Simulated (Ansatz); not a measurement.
**Bi (bcc)**

Method: r²SCAN, scalar-relativistic; no spin polarisation; PAW, 500 eV, 14×14×14 k-mesh, Gaussian smearing of 0.05 eV; code Ansatz. The datasets are Ansatz's generated set soft_2.

```cif
data_structure
_symmetry_space_group_name_H-M 'Im-3m'
_symmetry_Int_Tables_number 229
_cell_length_a 3.9610
_cell_length_b 3.9610
_cell_length_c 3.9610
_cell_angle_alpha 90.000
_cell_angle_beta 90.000
_cell_angle_gamma 90.000
_cell_volume 62.15
loop_
_atom_site_label
_atom_site_type_symbol
_atom_site_symmetry_multiplicity
_atom_site_Wyckoff_symbol
_atom_site_fract_x
_atom_site_fract_y
_atom_site_fract_z
_atom_site_occupancy
Bi1 Bi 2 a 0.00000 0.00000 0.00000 1
```

At room temperature and ambient pressure Bi takes another structure.

Cell and atoms are those of this level's equilibrium.

The run used a cell of 1 atoms; the mesh refers to it.

```
Volume : 31.07 Å³/atom
```

(1) What does r²SCAN give for the band gap?

Answer:

(1) zero (metallic).

The calculation's cell holds 15 valence electrons, an odd number. Without magnetic order each band takes two, so one stays part-filled and the crystal must be a metal.

These numbers lack spin–orbit coupling.
